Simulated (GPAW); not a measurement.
**MnS: equation of state with PBE**

MnS:

```
Mn S
1.0
     0.00000    2.60450    2.60450
     2.60450    0.00000    2.60450
     2.60450    2.60450    0.00000
Mn S
1 1
Direct
  0.00000 0.00000 0.00000
  0.50000 0.50000 0.50000
```

- Program: GPAW 26.7.0
- Task: equation of state
- Functional: PBE
- Potentials or basis: GPAW PAW data sets (gpaw-data 1.2.1)
- Cutoff: 600 eV
- Basis: pw
- k mesh: 9 × 9 × 9
- Occupations: fermi-dirac, width 0.05 eV
- Spin: collinear spin, ferromagnetic start
- Starting moments: [4.0, 0.0] μB

```json
{
 "Equilibrium volume": "16.70 Å³/atom (rough: see the caveat)",
 "Bulk modulus": "53 GPa (rough)"
}
```

Energy against volume, from the lowest point:
| volume (Å³/atom) | energy (meV/atom) |
| --- | --- |
| 16.607 | 0.00 |
| 16.961 | 0.64 |
| 17.314 | 3.54 |
| 17.667 | 8.84 |
| 18.021 | 16.42 |
| 18.374 | 26.08 |
| 18.727 | 37.69 |

Wall time 5 min on 1 thread of Arm Neoverse V1 (shared host), peak memory 0.38 GiB.

Caveat: the fit is doubtful: noisy points or a state that changes with volume.
